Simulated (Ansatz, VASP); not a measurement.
Two plane-wave programs on LiF (Griceite)

File INCAR:

```
SYSTEM = LiF
ALGO = Normal
EDIFF = 1E-6
ENCUT = 520
ISIF = 2
ISMEAR = -1
LASPH = .True.
LCHARG = .True.
LELF = .True.
LREAL = .False.
LVHAR = .True.
LWAVE = .False.
NBANDS = 12
NELM = 60
PREC = Accurate
SIGMA = 0.05
```

File KPOINTS:

```
k-points
0
Gamma
  11 11 11
  0 0 0
```

File POSCAR:

```
LiF
1.0
    0.0000000000      2.0535002244      2.0535002244
    2.0535002244      0.0000000000      2.0535002244
    2.0535002244      2.0535002244      0.0000000000
F Li
1 1
Direct
    0.5000000000      0.5000000000      0.5000000000
    0.0000000000      0.0000000000      0.0000000000
```

Contents of input.yaml:

```yaml
crystal:
  lattice:
    - [0.0, 2.0535002244, 2.0535002244]
    - [2.0535002244, 0.0, 2.0535002244]
    - [2.0535002244, 2.0535002244, 0.0]
  atoms:
    - { symbol: F, position: [0.5, 0.5, 0.5] }
    - { symbol: Li, position: [0.0, 0.0, 0.0] }
hamiltonian:
  xc: lda
  pseudopotentials: { kind: paw }
kpoints:
  mp_grid: { grid: [11, 11, 11] }
scf:
  occupations: { method: fermi_dirac, width: 0.05 }
output:
  forces: true
  stress: true
  eigenvalues: true
  write_density: true
  write_potential: true
  elf: true
  volumetric_format: npy
```

Alike in both runs: task single point; functional LDA; k mesh 11 × 11 × 11; occupations fermi-dirac, width 0.05 eV; no spin polarisation.

```csv
,VASP,Ansatz
version,VASP 6.6.1,Ansatz 0.2.0
potentials or method,"VASP PAW LDA potentials, release 64 (F, Li_sv)",Ansatz PAW
plane-wave cutoff (eV),520,420
valence electrons in the cell,10,10
```

|  | VASP | Ansatz | Ansatz less VASP |
| --- | --- | --- | --- |
| gap on the k mesh at the Fermi level (eV) | 8.33 | 8.34 | +0.009 |
| least direct gap on the mesh (eV) | 8.33 | 8.34 | +0.009 |

Caveats: an odd mesh through Γ misses points on the zone boundary, where band edges often lie (VASP); odd divisions of the mesh miss points on the zone boundary, where band edges often lie, so the gap on the mesh can be too wide (Ansatz).
